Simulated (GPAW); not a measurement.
GaAs in GPAW: convergence with bands over the usual count

Input of the first run (bands over the usual count 0.72); the others differ in this setting and in those tied to it:

File run.py:

```python
from ase.dft.bandgap import bandgap
from ase.io import read, write
from ase.units import GPa
from gpaw import GPAW, PW

atoms = read('GaAs.xyz')

calc = GPAW(mode=PW(600),
            xc='LDA',
            kpts={'size': (8, 8, 8), 'gamma': True},
            occupations={'name': 'fermi-dirac', 'width': 0.05},
            nbands=8,
            convergence={'density': 1e-05, 'energy': 1e-05},
            maxiter=100,
            txt='gpaw.txt')
atoms.calc = calc
energy = atoms.get_potential_energy()
forces = atoms.get_forces()
stress = atoms.get_stress()
calc.write('gs.gpw')
write('result.traj', atoms)
print(f'Energy: {energy:.6f} eV')
print('Forces (eV/A):')
print(forces.round(4))
print('Stress (GPa):', (stress / GPa).round(3))
print('Fermi level:', round(calc.get_fermi_level(), 4), 'eV')
print(f'Gap: {bandgap(calc)[0]:.4f} eV, direct: {bandgap(calc, direct=True)[0]:.4f} eV')
```

Contents of GaAs.xyz:

```xyz
2
Lattice="0.0000000000 2.8268500000 2.8268500000 2.8268500000 0.0000000000 2.8268500000 2.8268500000 2.8268500000 0.0000000000" Properties=species:S:1:pos:R:3 pbc="T T T"
As     4.2402750000      4.2402750000      4.2402750000
Ga     0.0000000000      0.0000000000      0.0000000000
```

Potentials or basis: the program's PAW data sets (release 1.2.1) made for this functional, pw.

Command:

```sh
$ OMP_NUM_THREADS=1 python run.py
```

Hardware: 1 thread of Intel(R) Xeon(R) 6975P-C (Granite Rapids), with other jobs on the host.

```
bands over the usual count  energy less the tightest run, at zero smearing (meV/atom)  SCF cycles  CPU time (s)  peak memory (GiB)
                      0.72                                                       0.00           9           4.6               0.15
                       0.8                                                       0.00           9             5               0.15
                       0.9                                                       0.00           9           5.2               0.15
                         1                                                       0.00           9           5.5               0.15
                       1.3                                                       0.00           9           6.8               0.15
                       1.7                                                       0.00           9           8.2               0.16
                       2.5                                                       0.00           9            11               0.17
```

Against the tightest run, the energy stays within 1 meV/atom from 0.72 on. The tightest run that finished is the yardstick and may itself not be fully converged.
